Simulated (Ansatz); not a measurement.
## TiTe$_{2}$: a prediction, then the measurements

All numbers below come from DFT PBE, scalar-relativistic, plane waves, PAW (Ansatz).

Cutoff 420 eV; k points 12×12×8 on the computed 3-atom cell (Γ-centred); Gaussian smearing, width 0.10 eV; no spin polarisation.

Relaxed structure, symmetry kept:

```cif
data_structure
_symmetry_space_group_name_H-M 'P-3m1'
_symmetry_Int_Tables_number 164
_cell_length_a 3.7690
_cell_length_b 3.7690
_cell_length_c 6.8981
_cell_angle_alpha 90.000
_cell_angle_beta 90.000
_cell_angle_gamma 120.000
_cell_volume 84.86
loop_
_atom_site_label
_atom_site_type_symbol
_atom_site_symmetry_multiplicity
_atom_site_Wyckoff_symbol
_atom_site_fract_x
_atom_site_fract_y
_atom_site_fract_z
_atom_site_occupancy
Ti1 Ti 1 a 0.00000 0.00000 0.00000 1
Te1 Te 2 d 0.66667 0.33333 0.25086 1
```

```
Space group                                                       : P-3m1 (No. 164)
Volume per atom                                                   : 28.29 Å³
Formation energy from the elements' standard states (uncorrected) : -0.702 eV/atom
Kohn–Sham band gap                                                : none (metal)
Density of states at the Fermi level                              : 1.52 states/eV per cell
Löwdin character within 0.5 eV of the Fermi level                 : Ti 3d 73 %, Te 5p 23 %
Bader charges (e)                                                 : Ti (1 in the cell) 1.37, Te (2 in the cell) -0.68
```

Spin-orbit coupling is left out, which matters for the bands of heavy elements.

**Experimental background.**

“Switching of the topologically trivial and non-trivial quantum phase transitions in compressed 1T-TiTe2: Experiments and Theory”, 2017, arxiv:1709.00815 reports, for a powder of TiTe2: bulk modulus 28.6 GPa.

A measured bulk modulus of TiTe2 is 28.6 GPa (powder; the paper above); the calculated 10 GPa misses it by -66.6 %. So large a miss may mean another phase, state or a wrong row. The calculation is for 0 K without zero-point motion.